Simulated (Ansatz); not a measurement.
The system is Pt.

```
CELL_PARAMETERS angstrom
0.04137 1.97907 1.98892
1.93270 0.03195 1.99834
1.95030 2.00609 0.01436
ATOMIC_POSITIONS crystal
Pt 0.99620 0.00433 0.00305
```

The cell isn't the ideal one: cell strained at random at fixed volume.

| Property | Result |
| --- | --- |
| Program | Ansatz 0.2.0 |
| Task | relaxation of cell and atoms |
| Functional | r2SCAN |
| Dispersion | rVV10 |
| Potentials or basis | all-electron PAW datasets made for the crystal |
| k mesh | 12 × 12 × 12 |
| Occupations | fermi-dirac, width 0.025 eV |
| Spin | no spin polarisation |

At the start: volume 15.08 Å³/atom.

Problem. How do energy, volume and symmetry change on relaxing?

Solution. Over 6 steps the energy falls by 5.6 meV/atom and the volume is 15.12 Å³/atom (+0.3 %); space group Fm-3m (No. 225, to 0.05 Å).

The path:
```
step  energy change (eV)  largest force (eV/Å)  volume (Å³)
   1              0.0000                0.0000        15.08
   2             -0.0050                0.0000        15.20
   3             -0.0054                0.0000        15.07
   4             -0.0056                0.0000        15.13
   5             -0.0056                0.0000        15.12
   6             -0.0056                0.0000        15.12
```

Final structure:
```
CELL_PARAMETERS angstrom
-0.00018 1.96832 1.96764
1.95258 0.00014 1.96766
1.95249 1.96841 0.00007
ATOMIC_POSITIONS crystal
Pt 0.99620 0.00433 0.00305
```
